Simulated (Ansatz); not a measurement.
# CuO (Cccm): equation of state

How stiff is CuO (Cccm)? Energies and pressures are computed at volumes on both sides of the relaxed cell and fitted.

Computed with Ansatz 0.2.0 (DFT PBE+U (U_eff = 4 eV on Cu 3d), scalar-relativistic, plane waves, PAW, unless a step's input says otherwise).

## Step 1: The system as given

The structure is orthorhombic, space group Cccm (No. 66). The conventional cell has a = 4.164 Å, b = 4.189 Å, c = 5.200 Å, α = 90.00°, β = 90.00°, γ = 90.00°. Around Cu (site symmetry 2/m) lie 4 O at 1.97 Å. Around O (site symmetry 222) lie 4 Cu at 1.97 Å.

Coordinates:

```xyz
8
Lattice="4.1757 0.0000 0.3308 0.0000 4.1641 0.0000 1.6769 2.0821 5.3495" Properties=species:S:1:pos:R:3 pbc="T T T"
Cu    1.0439    1.0410    0.0827
Cu    0.8384   -1.0410    2.6748
O     1.9851   -0.0001    1.4614
O     1.7796    0.0001    4.0535
Cu    3.1318    3.1231    0.2480
Cu    2.9263    1.0410    2.8402
O     4.0730    2.0820    1.6268
O     3.8675    2.0822    4.2189
```

This cell comes from an earlier session at PBE+U (U_eff = 4 eV on Cu 3d): 11.339 Å³/atom at 0.01 GPa, on a 8×8×8 mesh. The large moments point both ways and cancel.

Volume factors to run: 0.980, 1.020, 0.960, 1.040.

## Step 2: Scaling the volume by 0.980

File input.yaml:

```yaml
crystal:
  lattice:
    - [4.1477205222, 0.0, 0.3285303457]
    - [0.0, 4.1361972593, 0.0]
    - [1.6656047341, 2.0680986297, 5.3136104321]
  atoms:
    - { symbol: Cu, position: [0.2500034622, 0.250004353, -6.9921e-06], spin: 0.59 }
    - { symbol: Cu, position: [-3.4622e-06, -0.5000026391, 0.5000069921], spin: 0.59 }
    - { symbol: O, position: [0.3749999969, -0.1250243614, 0.2499999995] }
    - { symbol: O, position: [0.125, -0.3749773551, 0.75] }
    - { symbol: Cu, position: [0.7500034624, 0.7500043521, -6.9923e-06], spin: -0.59 }
    - { symbol: Cu, position: [0.4999965376, -2.6402e-06, 0.5000069923], spin: -0.59 }
    - { symbol: O, position: [0.8750000031, 0.374975638, 0.2500000005] }
    - { symbol: O, position: [0.625, 0.1250226526, 0.75] }
basis:
  ecutwfc: 420
  ecutrho_ratio: 4
kpoints:
  mp_grid: { grid: [8, 8, 8] }
hamiltonian:
  xc: pbe
  hubbard:
    sites:
      - { species: Cu, l: d, u_eff: 4.0, starting_ns: start.occupation_matrices }
    ns_hold: { iters: 6 }
scf:
  occupations: { method: gaussian, width: 0.05 }
  lower_state_search: "off"
output:
  forces: true
  stress: true
  eigenvalues: true
  populations: true
magnetization:
  spin_polarized: true
relax:
  f_tol: 0.01
  max_steps: 40
  cell: { stress_tol: 0.1, fix: [volume] }
```

start.occupation_matrices holds the open shells' occupation matrices from the neighbouring geometry.

On the command line:

```sh
ansatz run input.yaml --threads 4 --pin off --max-ram 10240MiB --backend cpu --events-out ev --progress --plain --runs-dir out
```

After this run come: Scaling the volume by 1.020; Volume × 0.960; Scaling the volume by 1.040.

**Question.** What will these runs give? Wanted: V0; B0; B0′; scatter of the fit.

As calculated:

| quantity | value |
| --- | --- |
| V0 | 11.339 Å³/atom |
| B0 | 132 GPa |
| B0′ | 4.5 |
| scatter of the fit | 0.006 meV/atom |

A third-order Birch–Murnaghan fit puts the minimum at 11.34 Å³/atom with a bulk modulus of 132 GPa. One per cent of compression takes about 1.3 GPa. These are values at 0 K without zero-point motion. Open d and f shells can converge to several self-consistent states; these numbers belong to the ones reached here.
